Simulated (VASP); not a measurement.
Set up this calculation in VASP 6.6.1, as the native input.

- Task: single point
- Functional: PBE
- Potentials or basis: VASP PAW PBE potentials, release 64 (Al, P)
- Cutoff: 520 eV
- k mesh: 4 × 4 × 4
- Occupations: gaussian, width 0.1 eV
- Spin: no spin polarisation
- Dipole correction: no
- Further INCAR settings: ALGO = Normal; EDIFF = 1e-06; NBANDS = 11

The structure of AlP lies in POSCAR:

```
AlP
1.0
    0.0000000000      2.7364837130      2.7364837130
    2.7364837130      0.0000000000      2.7364837130
    2.7364837130      2.7364837130      0.0000000000
Al P
1 1
Direct
    0.0000000000      0.0000000000      0.0000000000
    0.7500000000      0.7500000000      0.7500000000
```

The cell is a database's computed one.

These files were run (other wordings do the same):

INCAR

```
SYSTEM = AlP
PREC = Accurate
ENCUT = 520
EDIFF = 1E-6
ISMEAR = 0
SIGMA = 0.1
LREAL = .FALSE.
LASPH = .TRUE.
NELM = 100
ALGO = Normal
ISIF = 2
LWAVE = .FALSE.
LCHARG = .TRUE.
GGA = PE
LELF = .TRUE.
LVHAR = .TRUE.
NBANDS = 11
```

KPOINTS

```
regular mesh
0
G
  4 4 4
  0 0 0
```

Potentials or basis: VASP PAW PBE potentials, release 64 (Al, P).

Run with:

```bash
$ cat potpaw_PBE.64/Al/POTCAR potpaw_PBE.64/P/POTCAR > POTCAR
$ mpirun -np 1 vasp_std > vasp.out
```

Results of the run:

| Item | Value |
| --- | --- |
| Pressure | 1.9 GPa |
| Band gap on the k mesh | 1.57 eV, indirect (least direct gap 3.24 eV) |

Caveat: the k mesh is coarse (spacing up to 0.50 Å⁻¹), so the values aren't converged.

Wall time 5.3 s on 1 thread of Intel(R) Xeon(R) Platinum 8375C CPU @ 2.90GHz (Ice Lake), with other jobs on the host, peak memory 0.16 GiB.
